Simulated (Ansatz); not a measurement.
# TaN: pressure and energy less free atoms against volume scale

Periodic Kohn-Sham DFT of a crystal at fixed atoms, scaled to volume_scale times the given cell; pressure positive in compression, energy less spherical unpolarised free atoms, largest_vzz the field gradient of largest size among the nuclei. The results are calculated, by Ansatz 0.2.0.

The cell before it is scaled or strained (space group Fm-3m, No. 225):
```
cell vectors (Å)
   0.0000     2.1790     2.1790
   2.1790     0.0000     2.1790
   2.1790     2.1790     0.0000
atoms (fractions of the cell vectors)
Ta  0.50000  0.50000  0.50000
N   0.00000  0.00000  0.00000
```

Settings of every row: method all-electron LAPW; functional PBEsol; relativity scalar; k mesh 9x9x9; filling fermi-dirac; smearing width 0.02 eV; basis error target 0.5 meV/atom; nucleus gaussian.

Atom start moment: 0 on all atoms.

Limits: no spin-orbit coupling on heavy atoms.

| row | volume scale | V (Å³/atom) | pressure (GPa) | energy less free atoms (eV/atom) |
| --- | --- | --- | --- | --- |
| 1 | 0.94 | 9.725 | 30.675 | -10.5163 |
| 2 | 0.9405 | 9.73 | 30.419 | -10.5173 |
| 3 | 0.96 | 9.932 | 20.933 | -10.5496 |
| 4 | 0.98 | 10.139 | 12.177 | -10.5708 |
| 5 | 0.99 | 10.243 | 8.136 | -10.5774 |
| 6 | 1 | 10.346 | 4.305 | -10.5814 |
| 7 | 1.01 | 10.449 | ? | ? |
| 8 | 1.02 | 10.553 | -2.773 | -10.5823 |
| 9 | 1.04 | 10.76 | -9.135 | -10.5745 |
| 10 | 1.06 | 10.967 | -14.853 | -10.559 |

Question: what pressure and energy less free atoms should row 7 give?

Worked fit of pressure. Take u = (V_r/V)^(2/3) − 1 with V_r = 10.243 Å³ an atom, which is twice the finite (Eulerian) strain; such expansions in the strain, on which the Birch-Murnaghan equation of state is built, carry the rest volume and the bulk modulus. The shown rows have u = 0.0352, 0.03485, 0.02077, 0.00683, 0, -0.00665, -0.01968, -0.03229, -0.04451. Least squares give pressure = 8.1217 + 583.935 × u + 1569.8 × u² + 1079 × u³ GPa; a parabola predicts inner rows, each left out in turn, worse (root mean square 0.018 against 0.0096 GPa). The rows lie off it by 0.007, -0.005, -0.004, -0.007, 0.014, -0.003, -0.003, -0.002, 0.001 (root mean square 0.0063 GPa). The pressure vanishes at u = -0.0145, or V = 10.47 Å³ an atom, and there the bulk modulus at fixed shape and fractions is B = −V dP/dV = (2/3)(1 + u) dP/du = 354 GPa. The withheld row has u = -0.01319, so the fit gives 8.1217 + 583.935 × (-0.01319) + 1569.8 × (-0.01319)² + 1079 × (-0.01319)³ = 0.690 GPa.

The calculation gave 0.672 GPa. The fit lies 0.018 GPa (2.7 % of the value, 0.04 % of the column's range) above it; its largest miss of a shown row is 0.014 GPa.

Worked fit of energy less free atoms. Take u = (V_r/V)^(2/3) − 1 with V_r = 10.243 Å³ an atom, which is twice the finite (Eulerian) strain; such expansions in the strain, on which the Birch-Murnaghan equation of state is built, carry the rest volume and the bulk modulus. The shown rows have u = 0.0352, 0.03485, 0.02077, 0.00683, 0, -0.00665, -0.01968, -0.03229, -0.04451. Least squares give energy less free atoms = −10.57741 + 0.7766 × u + 27.015 × u² + 6.1 × u³ eV/atom; a parabola predicts inner rows, each left out in turn, worse (root mean square 9.5e-05 against 4.4e-05 eV/atom). All shown rows lie on it to the printed digit. Its lowest point lies at u = -0.0144, or V = 10.47 Å³ an atom, and the curvature there gives the bulk modulus at fixed shape and fractions, B = (4/9)(1 + u)² E″(u)/V = 353 GPa. The withheld row has u = -0.01319, so the fit gives −10.57741 + 0.7766 × (-0.01319) + 27.015 × (-0.01319)² + 6.1 × (-0.01319)³ = -10.5830 eV/atom.

The calculation gave -10.583 eV/atom. The fit meets it to the printed digit.
